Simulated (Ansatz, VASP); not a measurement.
## F in VASP and in Ansatz

```xyz
4
Lattice="2.8550 -1.6808 0.1446 2.8550 1.6808 0.1446 -1.2191 0.0000 6.6654" Properties=species:S:1:pos:R:3 pbc="T T T"
F     4.1970   -0.5771    0.8620
F     0.9035   -0.5771    2.7599
F     0.2940    0.5771    6.0926
F     3.5874    0.5771    4.1946
```

Alike in both runs: functional PBEsol; dispersion D3(BJ); k mesh 8 × 8 × 4; occupations gaussian, width 0.1 eV; no spin polarisation.

Ansatz relaxed the structure, and its values are those at the end. VASP's run is a single point on that final structure, the one shown.

|  | VASP | Ansatz |
| --- | --- | --- |
| version | VASP 6.6.1 | Ansatz 0.2.0 |
| potentials or method | VASP PAW PBE potentials, release 64 (F) | scalar-relativistic, plane waves, PAW |
| plane-wave cutoff (eV) | 520 | 600 |
| valence electrons in the cell | 28 | 28 |

|  | VASP | Ansatz | Ansatz less VASP |
| --- | --- | --- | --- |
| gap on the k mesh at the Fermi level (eV) | 2.91 | 2.99 | +0.081 |
| least direct gap on the mesh (eV) | 2.91 | 2.99 | +0.081 |
| pressure (GPa) | 0.4 | 0.0 | -0.41 |
| rms of the force components (eV/Å) | 0.225 | 0.025 | -0.2004 |

Caveats: the PAW data sets were made with another functional, which shifts forces and pressure a little (VASP). A k mesh can miss the band edges.
